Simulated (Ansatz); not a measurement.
**SiMo$_{3}$: computed properties**

Theory: Ansatz, DFT PBEsol, scalar-relativistic, plane waves, PAW.

Settings: cutoff 420 eV, Γ-centred mesh 8×8×8 on the computed 8-atom cell, Gaussian smearing of 0.10 eV; no spin polarisation.

The structure is relaxed at this level of theory with its symmetry kept. Whether it is the stable form of this composition wasn't checked.

```xyz
8
Lattice="4.8616 0.0000 0.0000 0.0000 4.8616 0.0000 0.0000 0.0000 4.8616" Properties=species:S:1:pos:R:3 pbc="T T T"
Si    0.0000    0.0000    0.0000
Si    2.4308    2.4308    2.4308
Mo    1.2154    0.0000    2.4308
Mo    2.4308    3.6462    0.0000
Mo    3.6462    0.0000    2.4308
Mo    2.4308    1.2154    0.0000
Mo    0.0000    2.4308    3.6462
Mo    0.0000    2.4308    1.2154
```

| Item | Value |
| --- | --- |
| Space group | Pm-3n (No. 223) |
| Volume per atom | 96.9 bohr³ |
| Formation energy from the elements' standard states (uncorrected) | -0.368 eV/atom |
| Kohn–Sham band gap | none (metal) |
| Density of states at the Fermi level | 3.69 states/eV per cell |
| Löwdin character within 0.5 eV of the Fermi level | Mo 4d 86 % |
| Bulk modulus | 268 GPa |
| Its pressure derivative | 4.2 |
| Bader charges (e) | Si (2 in the cell) -0.43, Mo (6 in the cell) 0.14 |

Cost: 9 runs of about 6.4 core-minutes in all, on Intel Xeon Platinum 8259CL (Skylake/Cascade Lake) (shared hosts).